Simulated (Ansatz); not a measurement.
Relaxed bulk AlCo, space group Pm-3m (No. 221):

```yaml
crystal:
  lattice:
    - [2.82259, 0.00000, 0.00000]
    - [0.00000, 2.82259, 0.00000]
    - [0.00000, 0.00000, 2.82259]
  atoms:
    - { symbol: Al, position: [0.00000, 0.00000, 0.00000] }
    - { symbol: Co, position: [0.50000, 0.50000, 0.50000] }
```

Method: Ansatz 0.2.0, DFT PBEsol, scalar-relativistic, plane waves, PAW. Cutoff 420 eV, k spacing 0.19 to 0.25 Å⁻¹, dipole correction; no spin polarisation.

Slabs with different planes and terminations (top/bottom plane) are cut from it in 1×1 cells and relaxed. Each holds whole formula units counted by Al and an excess Δn of Co (negative: a deficit); ΔE is its energy over those formula units in the bulk and the excess in the standard state of Co. The formation energy of AlCo is -1.231 eV a formula unit (uncorrected), so Δμ(Co) runs from -1.231 eV to 0 if no other compound intervenes.

```csv
slab,A (Å²),Δn(Co),ΔE (eV)
"(110) AlCo/AlCo, Al6Co6",11.27,0,3.393
"(100) Al/Al, Al4Co3",7.97,-1.00,2.742
"(100) Co/Co, Al4Co5",7.97,+1.00,3.833
"(100) Al/Co, Al4Co4",7.97,0,3.307
```

Task: Work out each slab's surface energy at the Co-rich and Co-poor ends.

Result: γ = [ΔE − Δn·Δμ(Co)]/(2A) × 16.02 J/m² per eV/Å², the mean of both faces:

```csv
slab,Co-rich (J/m²),Co-poor (J/m²)
"(110) AlCo/AlCo, Al6Co6",2.41,2.41
"(100) Al/Al, Al4Co3",2.76,1.52
"(100) Co/Co, Al4Co5",3.85,5.09
"(100) Al/Co, Al4Co4",3.32,3.32
```

Task: Does the lowest surface change with the conditions?

Result: Yes: among these slabs (110) AlCo/AlCo, Al6Co6 is lowest at the Co-rich end and (100) Al/Al, Al4Co3 at the Co-poor end. Their lines cross where (ΔE − Δn·Δμ)/A is equal, at Δμ(Co) = -0.34 eV, with γ = 2.41 J/m².

Only the planes named were cut, so another facet can lie lower still. Reconstructions in larger cells weren't sought.

Spin polarisation was left out, and a magnetic state may lie lower.

Co-terminated (100) is the costliest surface throughout the range, even at the Co-rich end, where it lies at 3.85 J/m² against 2.76 J/m² for the Al termination. Exposing Co probably costs more because it leaves directional d states unsaturated, whereas the sp electrons of Al adapt more readily to lost neighbours. The mixed Al/Co slab lies close to the mean of the two symmetric (100) slabs, which suggests that its faces interact little and that its value describes neither face alone.

The stoichiometric (110) plane is the close-packed plane of the B2 structure and cuts fewer Al–Co nearest-neighbour bonds per area than (100), consistent with its lower energy than the mixed (100) slab. Al-terminated (100) overtakes it only as Co becomes scarce, through its Co deficit. Since Al-richer Al–Co compounds are known, the Co-poor end is not reached in equilibrium, and 1.52 J/m² is a formal limit; the crossing at -0.34 eV lies much nearer the Co-rich end and so probably survives this narrowing.
